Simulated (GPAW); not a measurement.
Runs of GPAW 26.7.0 on Co. It takes space group P6_3/mmc (No. 194, hexagonal). The conventional cell has a = 2.472 Å, b = 2.472 Å, c = 4.021 Å, α = 90.00°, β = 90.00°, γ = 120.00°. Around Co (site symmetry -6m2) lie 12 Co at 2.47 Å. 

| task | level | potentials or basis | U | k mesh | smearing | band path | band points | eigensolver | pressure (GPa) | moment (μB) |
| --- | --- | --- | --- | --- | --- | --- | --- | --- | --- | --- |
| band structure | PBEsol+U | PAW data sets generated in the run's folder for this functional, pw | Co d U = 8 eV | 10 × 10 × 6 | fermi-dirac 0.05 eV | GMKGALHA,LM,KH | 60 | - | 25.1 | 4.29 |
| band structure | OLYP | PAW data sets generated in the run's folder for this functional, pw | - | 9 × 9 × 5 | fermi-dirac 0.05 eV | GMKGALHA,LM,KH | 60 | davidson | 4.4 | 3.19 |
| band structure | LDA+U | the program's PAW data sets (release 1.2.1) made for this functional, pw | Co d U = 7 eV | 9 × 9 × 5 | fermi-dirac 0.05 eV | GMKGALHA,LM,KH | 100 | - | -1.2 | 4.01 |
| band structure | LDA | the program's PAW data sets (release 1.2.1) made for this functional, pw | - | 12 × 12 × 7 | fermi-dirac 0.05 eV | GMKGALHA,LM,KH | 60 | - | -14.3 | (b) |
| single point | PBE | GPAW PAW data sets (gpaw-data 1.2.1), pw | - | 12 × 12 × 7 | gaussian 0.018 eV | - | - | - | (a) | 3.22 |

Alike in all rows: spin collinear, ferromagnetic start; cell as given; cutoff (eV) 600.

Q: Fill in the values left out.

A: (a) 4.8; (b) 3.09.

Caveats: the U is typed as a test and isn't derived for this compound (some runs).

Not every run made on this cell is shown here.
